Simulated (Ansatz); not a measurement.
# SiO2 (P3_121): the host for defect calculations

Aim: the runs on the perfect crystal SiO2 (P3_121) that a defect calculation needs first.

Method: plane-wave PAW DFT, PBEsol; relaxation of the host's cell and atoms; PAW set soft_1, in the first sound run; inputs show where later runs differ, in Ansatz 0.2.0.

**1. Set-up**

Symmetry: P3_121, No. 152, trigonal system. Conventional cell: a = 4.915 Å, b = 4.915 Å, c = 5.431 Å, α = 90.00°, β = 90.00°, γ = 120.00°. Si has 4 O at 1.61 to 1.62 Å nearest. Nearest to O lie 2 Si at 1.61 to 1.62 Å. Farther neighbours and most contacts between anions are not listed.

**2. Host cell relaxation**

Lattice and positions are set free, within the symmetry that the program keeps.

Input file cell/input.yaml:

```yaml
crystal:
  lattice:
    - [4.9149662, 0.0, 0.0]
    - [-2.4574831, 4.2564856, 0.0]
    - [0.0, 0.0, 5.4313011]
  atoms:
    - { symbol: Si, position: [0.53108859, 0.53108859, 0.0] }
    - { symbol: Si, position: [0.0, 0.46891141, 0.66666667] }
    - { symbol: Si, position: [0.46891141, 0.0, 0.33333333] }
    - { symbol: O, position: [0.26922311, 0.41339429, 0.78489098] }
    - { symbol: O, position: [0.58660571, 0.85582882, 0.11822431] }
    - { symbol: O, position: [0.14417118, 0.73077689, 0.45155765] }
    - { symbol: O, position: [0.41339429, 0.26922311, 0.21510902] }
    - { symbol: O, position: [0.73077689, 0.14417118, 0.54844235] }
    - { symbol: O, position: [0.85582882, 0.58660571, 0.88177569] }
basis:
  ecutwfc: 420
  xc_grid: 2
hamiltonian:
  xc: pbesol
  pseudopotentials: { kind: paw, azcp: { folder: soft_1 }, xc_functional: pbe }
kpoints:
  mp_grid: { grid: [7, 7, 5] }
scf:
  occupations: { method: fixed }
  max_iter: 100
relax:
  f_tol: 0.005
  max_steps: 60
  cell: {}
output:
  forces: true
  stress: true
checkpoint:
  write: "../cell.run"
  compress: false
  write_wavefunctions: false
  write_every: 100000
```

The run is started by

```console
> ansatz run input.yaml --threads 32 --pin off --max-ram 84787MiB --backend cuda --events-out ev --progress --plain --runs-dir out --max-vram 78GiB
```

Numbers of over 12 decimals in the logs are rounded to 6 here.

The log of the run:

```text
[... repeated set-up lines and file paths are left out, and long positions are rounded to six places ...]
Engine: ansatz 0.2.0, aarch64-unknown-linux-gnu
Pseudopotentials: kind: paw
Pseudopotential: Si, paw, valence charge 4, recommended cutoff 420 eV (normal), soft_1/Si.paw.azcp
Pseudopotential: O, paw, valence charge 6, recommended cutoff 420 eV (normal), soft_1/O.paw.azcp
Functional definition: PBEsol
  exchange = pbesol_x
  correlation = pbesol_c
[...]
Crystal: 9 atoms, lattice volume = 113.625 Å³
Basis set: ecut = 420 eV, 2209 PW (Γ), exchange–correlation on 72×72×80 points (8 copies of the dense FFT grid, shifted against one another)
Bands: 33, of which v1, the nominal top of the filled ones, is band 24 counted from 1 (23 counted from 0)
Symmetry: 6 space group operations
Space group: P3121 (ITA 152), of the structure as read, at distance tolerance 4.8e-5 Å
k-points: 32 of 245 (time reversal used)
Non-local potential: Si, projectors of the file, l = 0: 2, l = 1: 2, l = 2: 1
Non-local potential: O, projectors of the file, l = 0: 2, l = 1: 2, l = 2: 1
PAW form: soft (Blöchl's): semilocal exchange-correlation on the pseudo side does not see the compensation charge
PAW frozen core: Si, regenerated for the run's functional, and the local potential with it (the file was generated under x = pbe(κ = 0.804, μ = 0.219515), c = pbe(β = 0.066725))
PAW frozen core: O, regenerated for the run's functional, and the local potential with it (the file was generated under x = pbe(κ = 0.804, μ = 0.219515), c = pbe(β = 0.066725))
PAW one-centre angular grid: Si, 110 points (default); XC on 64 Gauss nodes
PAW one-centre angular grid: O, 110 points (default); XC on 64 Gauss nodes
Initial density: superposition of atomic densities (chi_scale 0.1, normalization cell, long waves kept (reshape's long-wave potential 0.01 eV rms))
Initial wavefunctions: pseudopotential atomic-orbital guess
[...]
Functional: x = pbesol(κ = 0.804, μ = 0.123457), c = pbesol(β = 0.046)
SCF iter   1: F=—  HF=-5244.301008 eV  |Δ(HF+E_count)|=         —  Δρ=1.24e-1  dr2=1.57e1  Hψ=4736
preconditioner: auto → Resta (q_TF=auto, 2.363 Å⁻¹)  ε∞=2.8  [insulator: Δε(μ)=7.128 eV  Ē_g=17.996 eV  n_scr=22 (ndim 8)  ℏωp=24.1 eV  f_vac=0.003  ε∞_Penn≈2.8]
SCF iter   2: F=—  HF=-5239.959281 eV  |Δ(HF+E_count)|=    4.34e0  Δρ=4.29e-2  dr2=8.81e-1  Hψ=2364
SCF iter   3: F=—  HF=-5239.861956 eV  |Δ(HF+E_count)|=   9.73e-2  Δρ=2.05e-2  dr2=2.69e-1  Hψ=988
automatic band count: iteration 3 solves 29 bands in place of 33: the levels show a gap, and the empty bands left out lie too high to hold charge; the band table lists the bands solved (type scf.n_extra_bands for more)
[...]
SCF 1 converged in 8 iterations: F = -5239.861946 eV  dr2 = 1.07e-8
  greatest PAW one-centre occupation: 0.859 electrons in one spin orbital (limit 2), on the O atom at site 6 (counted from 0), in its partial waves of l = 0
relax step   1: F+E_penalty+E_count = -5239.86194633 eV  Δ(F+E_penalty+E_count) = +0.000e0 eV  max|allowed force component| = 1.634e-1 eV/Å  Δτ_max = 0.0000 Å  P = +2.724 GPa  Ω = 113.625 Å³  (8 SCF iters, dr2 threshold 1.00e-7 eV, accepted)
[... the SCF cycles and remarks between the steps are left out from here to the last step ...]
relax step   2: F+E_penalty+E_count = -5239.86996661 eV  Δ(F+E_penalty+E_count) = -8.020e-3 eV  max|allowed force component| = 1.015e-1 eV/Å  Δτ_max = 0.0017 Å  P = +1.424 GPa  Ω = 114.405 Å³  energy of the carried Pulay correction = -1.927e-3 eV  (5 SCF iters, dr2 threshold 9.00e-7 eV, accepted)
[...]
Crystal: 9 atoms, lattice volume = 115.270 Å³
Basis set: ecut = 420 eV, 2221 PW (Γ), exchange–correlation on 72×72×80 points (8 copies of the dense FFT grid, shifted against one another)
[...]
SCF 3 converged in 5 iterations: F = -5239.872092 eV  dr2 = 6.03e-8
[...]
SCF 4 converged in 5 iterations: F = -5239.872793 eV  dr2 = 2.54e-8
[...]
SCF 5 converged in 5 iterations: F = -5239.872640 eV  dr2 = 5.49e-9
[...]
SCF 6 converged in 5 iterations: F = -5239.876789 eV  dr2 = 5.24e-11
[...]
SCF 7 converged in 5 iterations: F = -5239.876378 eV  dr2 = 8.45e-9
[...]
iter 1 solved again at ethr=2.26e-7 eV; its pass at ethr=3.10e-3 eV (dr2=1.08e-4 eV) is discarded
SCF iter   1: F=—  HF=-5239.876882 eV  |Δ(HF+E_count)|=         —  Δρ=1.51e-5  dr2=4.29e-8  Hψ=7648
eigensolver tolerance schedule: the retry pair's looser diagonalisation over-reported the residual by 2522.18 of it (diagonalisation noise at 0.22 of the residual, at the tolerance the schedule requests for it); [...]
[...]
SCF iter   2: F=—  HF=-5239.876985 eV  |Δ(HF+E_count)|=   1.03e-4  Δρ=7.24e-6  dr2=1.24e-8  Hψ=2454
SCF iter   3: F=—  HF=-5239.876985 eV  |Δ(HF+E_count)|=   2.08e-8  Δρ=2.08e-6  dr2=1.66e-9  Hψ=1522
SCF iter   4: F=—  HF=-5239.876985 eV  |Δ(HF+E_count)|=   1.74e-9  Δρ=3.49e-7  dr2=1.73e-10  Hψ=1514
SCF iter   5: F=-5239.876985 eV  HF=-5239.876985 eV  |Δ(HF+E_count)|=  2.15e-10  Δρ=1.08e-7  dr2=1.46e-11  Hψ=7011
SCF 8 converged in 5 iterations: F = -5239.876985 eV  dr2 = 1.46e-11
relax step   8: F+E_penalty+E_count = -5239.87698502 eV  Δ(F+E_penalty+E_count) = -6.072e-4 eV  max|allowed force component| = 8.224e-4 eV/Å  Δτ_max = 0.0000 Å  P = +0.012 GPa  Ω = 115.390 Å³  stress off target by 1.44e-2 GPa  SCF on the basis re-selected at this cell (its energy is not comparable with the rows above)  (5 SCF iters)
basis re-selected at this cell: Δ(F+E_penalty+E_count) = -6.072e-4 eV, ΔP = +0.004 GPa vs the last step (what re-selecting the basis moved, of the pressure what is left beyond the Pulay correction that the steps carried, after the strain that the cell walked [...]
SCF converged after 5 iterations
Free energy (F): -5239.876985 eV
Harris-Foulkes:  -5239.876985 eV  (|F-HF|=1.64e-11)
Internal energy: -5239.876985 eV  (E = F + TS)
E sigma→0 (E₀):  -5239.876985 eV
Fermi energy:    2.239612 eV
--- Per-component energies (eV) ---
  E_band       = -216.791675
  E_kinetic    = 1161.509028
  E_local      = -2937.309623  (includes V_loc(G=0)·N_el)
  E_nonlocal   = 382.533089
  E_hartree    = 1070.687601
  E_xc         = -594.901935
  E_vxc        = -691.576569  (∫ρ·V_xc dr)
  E_paw        = -2441.938790  (= ΣΔE_a)
  E_vpaw       = -273.327802  (= ΣTr[D̂ρ^β])
  E_aug_tail   = 0.005017  (compensation charges beyond the density's cutoff)
  E_ewald      = -1880.767780
  E_core_change = 0.306410  (= ΣΔE_core)
  E_smearing   = -0.000000  (= −TS)
  E_closure    = 0.000000  (closes the sum)
  Σ components = -5239.876985   (vs F -5239.876985, Δ=0.00e0)
--- Forces (eV/Å), atoms counted from 1 ---
  atom   1  Si    -0.00011047    -0.00019133    -0.00000000
  atom   2  Si    -0.00011047     0.00019133     0.00000000
  atom   3  Si     0.00022093     0.00000000     0.00000000
  atom   4  O      0.00043003    -0.00004841     0.00082243
  atom   5  O     -0.00017309     0.00039662     0.00082243
  atom   6  O     -0.00025694    -0.00034821     0.00082243
  [... 3 more lines of this table ...]
  max |Σ_I F_I| component: 3.00e-17 eV/Å
--- Stress (GPa, compression-positive) ---
        0.014450       0.000000       0.000000
        0.000000       0.014450       0.000000
        0.000000       0.000000       0.008183
  P = ⅓ Tr σ = 0.0124 GPa (0.124 kbar)
--- Band table (eV; the first three rows and the last of 32) ---
  k-point 0: bands = ["-17.0024", "-15.4924", "-15.4924", "-14.8495", "-14.8308", "-14.8308", "-5.9555", "-5.9555", "-3.1288", "-3.1232", [... rest cut ...]
  k-point 1: bands = ["-16.9252", "-15.9332", "-15.1155", "-14.8492", "-14.8397", "-14.8205", "-6.6225", "-5.1329", "-3.2865", "-3.1777", [... rest cut ...]
--- Relaxed structure (6 steps of the walk, 6 accepted, 2 SCFs on fresh bases) ---
  F+E_penalty+E_count = -5239.87698502 eV   max|allowed force component| = 8.224e-4 eV/Å   (the final SCF, on the basis selected at the relaxed cell)
  cell:  # Å, volume = 115.3897 Å³
    - [4.948414, 0, 3.1467769547728414e-18]
    - [-2.474207, 4.285452, -1.5733884773864207e-18]
    - [3.4773572017044256e-18, 0, 5.441322]
  atoms:
    - { symbol: Si, position: [0.529715, 0.529715, 0] }
    - { symbol: Si, position: [2.7287094550676746e-17, 0.470285, 0.666667] }
    - { symbol: Si, position: [0.470285, 0, 0.333333] }
    - { symbol: O, position: [0.267082, 0.412487, 0.785389] }
    - { symbol: O, position: [0.587513, 0.854595, 0.118722] }
    - { symbol: O, position: [0.145405, 0.732918, 0.452055] }
  [... 3 more lines of this table ...]
```

Run time: 2.7 s. Hardware: 1 × NVIDIA GB200 with 32 threads of Arm Neoverse V2, shared host; peak memory 1.1 GiB.

Relaxation path:

```
step  energy less that of the first step (eV)  largest force component (eV/Å)  pressure (GPa)  volume (Å³)
   1                                   0.0000                          0.1634            2.72       113.63
   2                                  -0.0080                          0.1015            1.42       114.41
   3                                  -0.0101                          0.0292           -0.01       115.27
   4                                  -0.0108                          0.0120            0.00       115.13
   5                                  -0.0107                          0.0013            0.00       115.20
   6                                  -0.0148                          0.0014            0.07       115.20
   7                                  -0.0144                          0.0008            0.01       115.39
  8*                                  -0.0150                          0.0008            0.01       115.39
```

Relaxation steps marked * repeat the geometry before them on a plane-wave basis chosen anew for their cell, so energy and pressure can jump there. The log counts 2 steps on a newly chosen plane-wave basis, not all of them marked here; energy and pressure can jump at such steps.

Forces are held to the 6 operations that the run works with; a distortion that breaks them can't arise in this run.

| conventional cell, symmetrised | before | after | change |
| --- | --- | --- | --- |
| a (Å) | 4.915 | 4.948 | +0.7 % |
| b (Å) | 4.915 | 4.948 | +0.7 % |
| c (Å) | 5.431 | 5.441 | +0.2 % |
| volume (Å³/atom) | 12.63 | 12.82 | +1.6 % |

Numbers from this step:

```yaml
pressure: 0.01236 GPa
```

The relaxation ends with a largest force component of 8.2e-4 eV/Å and a pressure of 0.01 GPa.

**3. Dielectric tensors of the host**

The response to a uniform electric field gives the electronic dielectric tensor.

This step: plane-wave PAW DFPT, PBEsol; dielectric tensors, Born charges and zone-centre modes of the host; PAW set soft_1 (Ansatz 0.2.0).

Input file eps/input.yaml:

```yaml
crystal:
  lattice:
    - [4.9484137309, 0.0, 0.0]
    - [-2.4742068654, 4.2854519994, 0.0]
    - [0.0, 0.0, 5.4413216671]
  atoms:
    - { symbol: Si, position: [0.5297148839, 0.5297148839, 0.0] }
    - { symbol: Si, position: [0.0, 0.4702851161, 0.6666666667] }
    - { symbol: Si, position: [0.4702851161, 0.0, 0.3333333333] }
    - { symbol: O, position: [0.2670818754, 0.4124867885, 0.7853886872] }
    - { symbol: O, position: [0.5875132115, 0.8545950869, 0.1187220206] }
    - { symbol: O, position: [0.1454049131, 0.7329181246, 0.4520553539] }
    - { symbol: O, position: [0.4124867885, 0.2670818754, 0.2146113128] }
    - { symbol: O, position: [0.7329181246, 0.1454049131, 0.5479446461] }
    - { symbol: O, position: [0.8545950869, 0.5875132115, 0.8812779794] }
basis:
  ecutwfc: 420
hamiltonian:
  xc: pbesol
  pseudopotentials: { kind: paw, azcp: { folder: soft_1 }, xc_functional: pbe }
kpoints:
  mp_grid: { grid: [6, 6, 5] }
scf:
  occupations: { method: fixed }
  max_iter: 100
phonons:
  method: dfpt
  dielectric: true
  rigid_motions: translations
```

The log of the run:

```text
[...]
Crystal: 9 atoms, lattice volume = 115.390 Å³
Basis set: ecut = 420 eV, 2221 PW (Γ), exchange–correlation on 72×72×96 points (8 copies of the dense FFT grid, shifted against one another)
Bands: 33, of which v1, the nominal top of the filled ones, is band 24 counted from 1 (23 counted from 0)
Symmetry: 6 space group operations
k-points: 92 of 180 (irreducible under 1 space group operation, time reversal used)
[...]
SCF iter   1: F=—  HF=-5244.198598 eV  |Δ(HF+E_count)|=         —  Δρ=1.21e-1  dr2=1.54e1  Hψ=13698
[...]
SCF iter   6: F=—  HF=-5239.876814 eV  |Δ(HF+E_count)|=   2.89e-4  Δρ=8.83e-5  dr2=1.40e-5  Hψ=4648
[...]
SCF iter   8: F=—  HF=-5239.876948 eV  |Δ(HF+E_count)|=   1.16e-4  Δρ=2.83e-6  dr2=1.03e-8  Hψ=5235
[...]
SCF iter  10: F=-5239.876948 eV  HF=-5239.876948 eV  |Δ(HF+E_count)|=  2.51e-10  Δρ=8.50e-8  dr2=7.08e-12  Hψ=24751
SCF 1 converged in 10 iterations: F = -5239.876948 eV  dr2 = 7.08e-12
[...]
the response reads at least the filled bands of the reference SCF and the lowest empty band at each k-point, and that SCF's band table does not vouch for those bands. The notice of the band table in this run's record says why
[...]
NSCF: frozen V_eff on 1 k-points
[...]
NSCF: frozen V_eff on 27 k-points, pencils in batches of 32, up to order 132
[...]
DFPT response loops at q = (0, 0, 0) (fractional): preconditioner auto → none (the input reference at scf.mixing.eps_inf says where Resta's filter doesn't serve); β = 0.50; Anderson in place of MSR1; [...]
[...]
DFPT response loops at Γ: preconditioner auto → none (the input reference at scf.mixing.eps_inf says where Resta's filter doesn't serve); β = 0.50; Broyden in place of MSR1
SCF converged after 10 iterations
[...]
0.000000     2.143531     0.000000
       -0.000000     0.000000     2.332910
  softest optical mode at Γ: 120.51 cm⁻¹; the repairs (sum rule, projections) moved no ω² at Γ by more than (2.21 cm⁻¹)²
  Born effective charges Z* (e; rows j = field, columns β = displacement):
    site 0:
         3.50631   -0.29404    0.27070
        -0.29404    3.16679   -0.15629
        -0.23283    0.13442    3.45545
    site 1:
         3.50631    0.29404   -0.27070
         0.29404    3.16679   -0.15629
         0.23283    0.13442    3.45545
    site 2:
         2.99703    0.00000    0.00000
         0.00000    3.67608    0.31257
        -0.00000   -0.26885    3.45545
    site 3:
        -2.28883   -0.08201   -0.81960
        -0.02996   -1.04773   -0.06594
        -0.82362   -0.13825   -1.72773
    site 4:
        -1.40649    0.53938    0.46691
         0.59143   -1.93007   -0.67683
         0.53154   -0.64416   -1.72773
    site 5:
        -1.30952   -0.53545    0.35270
        -0.48339   -2.02704    0.74277
         0.29208    0.78240   -1.72773
    site 6:
        -1.30952    0.53545   -0.35270
         0.48339   -2.02704    0.74277
        -0.29208    0.78240   -1.72773
    site 7:
        -1.40649   -0.53938   -0.46691
        -0.59143   -1.93007   -0.67683
        -0.53154   -0.64416   -1.72773
    site 8:
        -2.28883    0.08201    0.81960
         0.02996   -1.04773   -0.06594
         0.82362   -0.13825   -1.72773
  Z* charge neutrality: 1.904e-5 e pre-enforcement
  k-mesh period / interband length: 27.2 Å / 0.99 Å = 27.61 at k = (0.0000, 0.0000, 0.0000), direct gap 6.033 eV — 14 or more, which is no proof of convergence
  optical modes at Γ without the LO–TO term, one row a degenerate level:
      ω (cm⁻¹)  modes    IR ((D/Å)²/amu)
        120.51      2             0.0010
        196.96      1             0.0000
        248.48      2             0.4034
        335.14      1             0.0000
        340.20      1             4.6221
        370.45      2             5.7750
        420.87      2            16.0035
        441.19      1             0.0000
        465.39      1             8.6164
        675.05      2             1.2200
        756.65      1             3.4125
[...]
optical modes at Γ + LO–TO along q̂ = [1.0000, 0.0000, 0.0000]:
      ω (cm⁻¹)  modes    IR ((D/Å)²/amu)
[...]
optical modes at Γ + LO–TO along q̂ = [0.0000, 1.0000, 0.0000]:
      ω (cm⁻¹)  modes    IR ((D/Å)²/amu)
[...]
optical modes at Γ + LO–TO along q̂ = [0.0000, 0.0000, 1.0000]:
      ω (cm⁻¹)  modes    IR ((D/Å)²/amu)
[...]
362.76      1             0.9464
        370.45      2             5.7750
        420.87      2            16.0035
        441.19      1             0.0000
        516.87      1             5.0599
        675.05      2             1.2200
        768.39      1             1.7067
        776.13      2             6.7693
       1043.92      2            85.1675
       1060.83      1             0.0000
       1135.31      2             1.0783
       1213.32      1            53.7517
```

Wall time 6.4 s (1 × NVIDIA GB200 with 32 threads); peak memory 2.1 GiB.

In the SCF lines HF is the Harris–Foulkes energy and dr2 the Hartree energy of the density residual, in eV; the loop may stop once dr2 is under the threshold and the program's other checks hold. Hψ counts applications of the Hamiltonian.

Electronic dielectric tensor:

```
2.49 0.00 0.00
0.00 2.49 0.00
0.00 0.00 2.52
```

Static dielectric tensor:

```
4.63 0.00 0.00
0.00 4.63 0.00
0.00 0.00 4.85
```

The principal values of the electronic dielectric tensor are 2.49, 2.49 and 2.52. The principal values of the static dielectric tensor are 4.63, 4.63 and 4.85.

[end of part 1 of 2]

[Logs are printed without paths, hosts, clocks, repeated set-up lines and the standing remarks that a program may print on its own settings, such as how far it seeks lower states.]

[Hosts, paths, dates, database ids (printed as entryN), source tags and the programs' standing remarks are cut or masked in the printed files.]

[Runs of the host that timed out are not shown.]

[For some hosts the program warned that the k-mesh of the response run may be too coarse for force constants and the static dielectric constant; such warnings are not always shown.]
